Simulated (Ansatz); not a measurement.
## SrO (NiAs-type structure)

The computed numbers are results of PBEsol, scalar-relativistic (no spin polarisation) in the plane-wave PAW code Ansatz at 420 eV, 10×10×6 k-mesh, Gaussian smearing of 0.05 eV. The datasets are Ansatz's generated set soft_2.

```
Sr O
1.0
     3.53662    0.00000    0.00000
    -1.76831    3.06280    0.00000
     0.00000    0.00000    6.21300
Sr O
2 2
Direct
  0.00000 0.00000 0.00000
  0.00000 0.00000 0.50000
  0.33333 0.66667 0.25000
  0.66667 0.33333 0.75000
```

The start was a prototype's sites filled with these elements. The Crystallography Open Database lists the compound in space group Fm-3m (rock salt), so this is a trial structure.

Cell and atoms are those of this level's equilibrium.

Elastic constants come from the stress of slightly strained cells with relaxed atoms, in GPa, Voigt order xx, yy, zz, yz, xz, xy in the Cartesian frame of the vectors above.

```
170.7  61.0  28.9   0.0   0.0   0.0
 61.0 170.7  28.9   0.0   0.0   0.0
 28.9  28.9 232.1   0.0   0.0   0.0
  0.0   0.0   0.0  30.7   0.0   0.0
  0.0   0.0   0.0   0.0  30.7   0.0
  0.0   0.0   0.0   0.0   0.0  54.8
```

**Question.** Work out the Voigt, Reuss and Hill moduli.

**Answer.** Voigt: K = (C11 + C22 + C33 + 2(C12 + C13 + C23))/9 = 90 GPa, G = (C11 + C22 + C33 − C12 − C13 − C23 + 3(C44 + C55 + C66))/15 = 54 GPa. Reuss, from the compliances S = C⁻¹: K = 90 GPa, G = 45 GPa. Hill means: K = 90 GPa, G = 49 GPa.

**Question.** And Young's modulus, Poisson's ratio, Pugh's ratio and the anisotropy?

**Answer.** E = 9KG/(3K + G) = 125 GPa, ν = (3K − 2G)/(6K + 2G) = 0.27, K/G = 1.83 (over the 1.75 that Pugh's rule, made for metals, takes as the line between brittle and ductile), universal anisotropy index 5G_V/G_R + K_V/K_R − 6 = 1.0. The eigenvalues of C are 31, 31, 55, 110, 191, 273 GPa, all positive.

**Question.** What sound velocities and Debye temperature follow for a polycrystal?

**Answer.** With a density of 5.113 g/cm³ (mean mass 51.8 u, 16.82 Å³/atom), K = 89.9 and G = 49.1 GPa from the unrounded constants, v_l = √((K + 4G/3)/ρ) = 5510 m/s and v_t = √(G/ρ) = 3100 m/s. The mean [(1/v_l³ + 2/v_t³)/3]^(−1/3) is 3450 m/s, and θ_D = (ħ/k_B)(6π²/V)^(1/3) v_m ≈ 400 K, with V the volume an atom. This is the low-temperature, elastic estimate.

The equation of state, an independent route, gives B0 = 90 GPa; its match is the Reuss value, 90 GPa, which holds for uniform pressure.

